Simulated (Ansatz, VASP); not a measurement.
## One calculation of SnO2, two programs

File INCAR:

```
SYSTEM = SnO2
ALGO = Normal ; EDIFF = 1E-6
ENCUT = 520 ; GGA = PE
ISIF = 2 ; ISMEAR = 0
IVDW = 12 ; LASPH = .True.
LCHARG = .True. ; LELF = .True.
LREAL = .False. ; LVHAR = .True.
LWAVE = .False. ; NBANDS = 35
NELM = 80 ; PREC = Accurate
SIGMA = 0.05
```

KPOINTS

```
k-points
0
Gamma
  12 12 4
  0 0 0
```

File POSCAR:

```
SnO2
1.0
    3.2111798104      0.0000000000      0.0000000000
   -1.6055899052      2.7809632919      0.0000000000
    0.0000000000      0.0000000000     10.3330629359
Sn O
2 4
Direct
   -0.1169759215      0.0000000000      0.5000000000
    0.1169759215      0.0000000000      0.0000000000
    0.5482055332      0.3333333333      0.4017901351
    0.7851278001      0.3333333333      0.0982098649
    0.2148721999      0.6666666667      0.5982098649
    0.4517944668      0.6666666667      0.9017901351
```

Input for Ansatz:

```yaml
crystal:
  lattice:
    - [3.2111798104, 0.0, 0.0]
    - [-1.6055899052, 2.7809632919, 0.0]
    - [0.0, 0.0, 10.3330629359]
  atoms:
    - { symbol: Sn, position: [-0.1169759215, 0.0, 0.5] }
    - { symbol: Sn, position: [0.1169759215, 0.0, 0.0] }
    - { symbol: O, position: [0.5482055332, 0.3333333333, 0.4017901351] }
    - { symbol: O, position: [0.7851278001, 0.3333333333, 0.0982098649] }
    - { symbol: O, position: [0.2148721999, 0.6666666667, 0.5982098649] }
    - { symbol: O, position: [0.4517944668, 0.6666666667, 0.9017901351] }
basis:
  ecutwfc: 520.0
kpoints:
  mp_grid: { grid: [12, 12, 4] }
hamiltonian:
  xc: pbe
  dispersion: d3bj
scf:
  occupations: { method: gaussian, width: 0.05 }
output:
  forces: true
  stress: true
  eigenvalues: true
  write_density: true
  write_potential: true
  elf: true
  volumetric_format: npy
```

Change from the starting cell: mode 1 frozen in at -0.380 Å, equal normal strain along x, y and z +0.0000.

Alike in both runs: task single point; functional PBE; dispersion D3(BJ); k mesh 12 × 12 × 4; occupations gaussian, width 0.05 eV; no spin polarisation.

|  | VASP | Ansatz |
| --- | --- | --- |
| version | VASP 6.6.1 | Ansatz 0.2.0 |
| potentials or method | VASP PAW PBE potentials, release 64 (Sn_d, O) | scalar-relativistic, plane waves, PAW |
| plane-wave cutoff (eV) | 520 | 520 |
| valence electrons in the cell | 52 | 52 |

```csv
,VASP,Ansatz,Ansatz less VASP
gap on the k mesh at the Fermi level (eV),2.12,2.14,+0.026
least direct gap on the mesh (eV),2.46,2.48,+0.020
pressure (GPa),0.4,-0.1,-0.56
largest component of the traceless stress (GPa),0.84,0.49,-0.353
rms of the force components (eV/Å),0.044,0.026,-0.0177
```

Atom by atom the forces differ by 0.026 eV/Å (rms over components).

Caveats: spin-orbit coupling is left out, which moves the levels of the heavy elements. A k mesh can miss the band edges.
